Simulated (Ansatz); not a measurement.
Theory: Ansatz, DFT PBE, scalar-relativistic, plane waves, PAW. All cells share a 420 eV cutoff and Γ-centred k meshes spaced at most about 0.3 Å⁻¹ (about 0.25 or finer for metals, 2π included). No spin polarisation.

These are static total energies at zero pressure.

Two relaxed structures of BaH:

1.

Space group P6_3/mmc (No. 194). a = 4.795 Å, b = 4.795 Å, c = 5.686 Å, α = 90.00°, β = 90.00°, γ = 120.00°
| atom | site | symmetry | x | y | z |
| --- | --- | --- | --- | --- | --- |
| Ba | 2d | -6m2 | 0.3333 | 0.6667 | 0.7500 |
| H | 2c | -6m2 | 0.3333 | 0.6667 | 0.2500 |

2.

Space group Fm-3m (No. 225). a = 5.807 Å, b = 5.807 Å, c = 5.807 Å, α = 90.00°, β = 90.00°, γ = 90.00°
```tsv
atom	site	symmetry	x	y	z
Ba	4a	m-3m	0.0000	0.0000	0.0000
H	4b	m-3m	0.5000	0.0000	0.0000
```

**Question.** Which is lower in energy, and by how much?

**Answer.** Cell 1 is lower, by 23 meV/atom. Cell 1 has space group P6_3/mmc (No. 194), 28.3 Å³/atom and no gap on its mesh; cell 2 has the rock salt type, space group Fm-3m (No. 225), 24.5 Å³/atom and no gap. Counting H atoms around Ba (those within 1.25 times the shortest such distance or 1.15 times the sum of covalent radii, 1.27 where that leaves under three), cell 1 has Ba 5 and cell 2 has Ba 6. The lower one is the more open, so pressure narrows the difference. In cell 1, Ba is surrounded by 5 H at 2.77–2.84 Å; H has 5 Ba at 2.77–2.84 Å. In cell 2, Ba is surrounded by 6 H at 2.90 Å; H has 6 Ba at 2.90 Å. Both come from invented guesses. Shaken at random and relaxed again, cell 2 came back. Checks on cell 2: no imaginary mode at Γ (other wave vectors untested).

For metals, differences of a few meV/atom aren't resolved. With hydrogen, zero-point motion can shift such differences by 10 meV/atom or more. Cells without such a test can be saddle points.
